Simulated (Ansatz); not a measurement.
An input for C5H8O2 (methyl methacrylate)

C5H8O2: 15 atoms, total charge 0, spin state singlet. As SMILES, `C=C(C)C(=O)OC`. Geometry: relaxed at PBE0-D4/def2-TZVP. This is one conformer, not always the lowest.

| atom | x (Å) | y (Å) | z (Å) |
| --- | --- | --- | --- |
| C | -2.1155 | 0.7661 | 0.4912 |
| C | -0.9803 | 0.0741 | 0.4729 |
| C | -0.7039 | -1.1020 | 1.3514 |
| C | 0.0660 | 0.5189 | -0.4919 |
| O | -0.0314 | 1.4463 | -1.2528 |
| O | 1.1614 | -0.2515 | -0.4164 |
| C | 2.2122 | 0.1049 | -1.3058 |
| H | -2.9231 | 0.5038 | 1.1647 |
| H | -2.2510 | 1.6101 | -0.1739 |
| H | -0.4923 | -1.9953 | 0.7590 |
| H | 0.1747 | -0.9285 | 1.9774 |
| H | -1.5584 | -1.3054 | 1.9973 |
| H | 1.8767 | 0.0400 | -2.3418 |
| H | 3.0147 | -0.6054 | -1.1194 |
| H | 2.5502 | 1.1239 | -1.1119 |

Settings wanted:

```json
{
 "basis set": "6-31G*",
 "task": "energy",
 "method": "MP2",
 "reference": "RHF",
 "accuracy": "high",
 "frozen core orbitals": "7",
 "d and f functions": "spherical"
}
```

Problem. Give an Ansatz 0.2.0 job that does this.

Solution. This one ran through:

in.yaml:
```yaml
crystal:
  periodic: [false, false, false]
  atoms:
    - {symbol: C, position_ang: [-2.115470, 0.766080, 0.491160]}
    - {symbol: C, position_ang: [-0.980280, 0.074110, 0.472930]}
    - {symbol: C, position_ang: [-0.703860, -1.102000, 1.351370]}
    - {symbol: C, position_ang: [0.066050, 0.518890, -0.491900]}
    - {symbol: O, position_ang: [-0.031390, 1.446280, -1.252800]}
    - {symbol: O, position_ang: [1.161360, -0.251450, -0.416360]}
    - {symbol: C, position_ang: [2.212190, 0.104920, -1.305790]}
    - {symbol: H, position_ang: [-2.923090, 0.503830, 1.164690]}
    - {symbol: H, position_ang: [-2.251020, 1.610120, -0.173900]}
    - {symbol: H, position_ang: [-0.492270, -1.995320, 0.759000]}
    - {symbol: H, position_ang: [0.174660, -0.928530, 1.977370]}
    - {symbol: H, position_ang: [-1.558440, -1.305430, 1.997330]}
    - {symbol: H, position_ang: [1.876680, 0.039980, -2.341850]}
    - {symbol: H, position_ang: [3.014700, -0.605400, -1.119350]}
    - {symbol: H, position_ang: [2.550210, 1.123900, -1.111900]}
basis:
  gaussian:
    orbitals: 6-31G_st_-spherical.json
correlation:
  method: mp2
  frozen_orbitals: {C: 1, H: 0, O: 1}
accuracy: high
```

```bash
$ ansatz run in.yaml --threads 1 --pin off --max-ram 3480MiB --events-out events.jsonl --progress --plain --runs-dir runs
```

(Basis files named in the input come from the Basis Set Exchange and aren't shown.)

Calculated total energy: -344.69257 Eh. A lower SCF solution exists.
